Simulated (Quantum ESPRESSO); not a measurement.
The system is C.

```
CELL_PARAMETERS angstrom
0.00000 1.70897 1.70897
1.70897 0.00000 1.70897
1.70897 1.70897 0.00000
ATOMIC_POSITIONS crystal
C 0.75000 0.75000 0.75000
C 0.50000 0.50000 0.50000
```

This isn't the form of C at room conditions, which is graphite.

The cell isn't the ideal one: volume scaled by 0.88.

```yaml
Program: Quantum ESPRESSO 7.5
Task: energy-loss spectrum
Functional: PBEsol
Potentials_or_basis: Ansatz NC SR PBE
Cutoff: 1456 eV
Density_cutoff: 5823 eV
k_mesh: 9 × 9 × 9
Occupations: gaussian, width 0.272 eV
Spin: no spin polarisation
Iterations: 300
Mixing_beta: 0.5
Most_SCF_iterations: 120
SCF_threshold: 4e-10 Ry
Mixing_ndim: 12
Diagonalization: rmm-paro
```

The first run showed a gap, so the response started from a second, tighter run with fixed occupations.

Loss function by the Lanczos method: RPA with local fields, q = (0.141, 0.141, 0.000) Å⁻¹, 300 iterations, broadening 0.68 eV, up to 40 eV.

Question: Where does the loss function peak?

Answer: The main peak lies at 36.8 eV with height 2.32.

Energy-loss function at q = [0.14142, 0.14142, 0.0] (Å⁻¹, cartesian):
| energy (eV) | loss |
| --- | --- |
| 0.0 | 0.000 |
| 1.8 | 0.002 |
| 3.4 | 0.005 |
| 5.2 | 0.008 |
| 7.0 | 0.013 |
| 8.6 | 0.025 |
| 10.4 | 0.058 |
| 12.2 | 0.084 |
| 13.8 | 0.109 |
| 15.6 | 0.147 |
| 17.4 | 0.203 |
| 19.0 | 0.279 |
| 20.8 | 0.403 |
| 22.4 | 0.552 |
| 24.2 | 0.737 |
| 26.0 | 0.900 |
| 27.6 | 1.024 |
| 29.4 | 1.186 |
| 31.2 | 1.426 |
| 32.8 | 1.722 |
| 34.6 | 2.087 |
| 36.4 | 2.308 |
| 38.0 | 2.257 |
| 39.8 | 1.943 |

Spectra converge slowly with the k mesh, and this one (9 × 9 × 9) leaves small humps uncertain. From two thirds of the Lanczos chain to all of it the curve moves by up to 10 % of its peak.

Caveat: an odd mesh through Γ misses points on the zone boundary, where band edges often lie.
